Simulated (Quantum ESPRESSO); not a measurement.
Crystal: KMgF3.

```
CELL_PARAMETERS angstrom
3.98590 0.00000 0.00000
0.00000 3.98590 0.00000
0.00000 0.00000 3.98590
ATOMIC_POSITIONS crystal
K 0.50000 0.50000 0.50000
Mg 0.00000 0.00000 0.00000
F 0.00000 0.00000 0.50000
F 0.00000 0.50000 0.00000
F 0.50000 0.00000 0.00000
```

Program: Quantum ESPRESSO 7.5. Alike in all runs: task band structure; no spin polarisation; cell as given; smearing fermi-dirac 0.05 eV.

Question: Order these runs on this cell by their band gap on the k mesh, lowest first.
A. level PBEsol; potentials or basis GBRV 1.5 PBEsol; k mesh 7 × 7 × 7; cutoff (eV) 612; SCF threshold 1e-09 Ry
B. level LDA; potentials or basis GBRV 1.5 LDA; k mesh 7 × 7 × 7; cutoff (eV) 612; SCF threshold 1e-09 Ry; form of the LDA correlation PZ81
C. level r2SCAN; potentials or basis SG15 PBE 1.2; k mesh 5 × 5 × 5; cutoff (eV) 1197; symmetry off; SCF threshold 1e-08 Ry

Answer: B (6.99 eV), A (7.17 eV), C (8.31 eV).

Caveats: some levels on the path didn't converge (some runs).

A k mesh can miss the band edges.
